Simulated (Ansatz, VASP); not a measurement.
This is a calculation of Li for VASP 6.6.1.

INCAR

```
SYSTEM = Li
ALGO = Normal
EDIFF = 1E-7
ENCUT = 520
GGA = PE
ISIF = 2
ISMEAR = -1
LASPH = .TRUE.
LCHARG = .FALSE.
LREAL = .FALSE.
LWAVE = .FALSE.
NBANDS = 12
NELM = 100
PREC = Accurate
SIGMA = 0.05
```

Contents of KPOINTS:

```
k-points
0
G
  10 10 10
  0 0 0
```

The input POSCAR:

```
Li
1.0
    1.5607685112      0.9011101201      7.6385551070
   -1.5607685112      0.9011101201      7.6385551070
    0.0000000000     -1.8022202402      7.6385551070
Li
3
Direct
    0.7780000000      0.7780000000      0.7780000000
    0.2220000000      0.2220000000      0.2220000000
    0.0000000000      0.0000000000      0.0000000000
```

Potentials or basis: VASP PAW PBE potentials, release 64 (Li_sv).

Launch:

```sh
$ cat potpaw_PBE.64/Li_sv/POTCAR > POTCAR
$ mpirun -np 1 vasp_std > vasp.out
```

Set up the same calculation for Ansatz 0.2.0. Potentials there: Ansatz PAW.

As run (the cutoff follows the program's own potentials):

The input input.yaml:

```yaml
crystal:
  lattice:
    - [1.5607685112, 0.9011101201, 7.638555107]
    - [-1.5607685112, 0.9011101201, 7.638555107]
    - [0.0, -1.8022202402, 7.638555107]
  atoms:
    - { symbol: Li, position: [0.778, 0.778, 0.778] }
    - { symbol: Li, position: [0.222, 0.222, 0.222] }
    - { symbol: Li, position: [0.0, 0.0, 0.0] }
hamiltonian:
  xc: pbe
  pseudopotentials: { kind: paw }
kpoints:
  mp_grid: { grid: [10, 10, 10] }
scf:
  occupations: { method: fermi_dirac, width: 0.05 }
output:
  forces: true
  stress: true
  eigenvalues: true
```

Potentials or basis: Ansatz PAW.

Run with:

```bash
$ ansatz run input.yaml --threads 2 --pin off --max-ram 5120MiB --backend cpu --events-out ev --progress --plain --runs-dir out
```

Both were run:

|  | VASP | Ansatz | Ansatz less VASP |
| --- | --- | --- | --- |
| gap on the k mesh at the Fermi level (eV) | none | none | - |
| rms of the force components (eV/Å) | 0.004 | 0.004 | -0.0001 |

Atom by atom the forces differ by 0.000 eV/Å (rms over components). A gap of «none» marks a metal or a gap that the smearing closes.
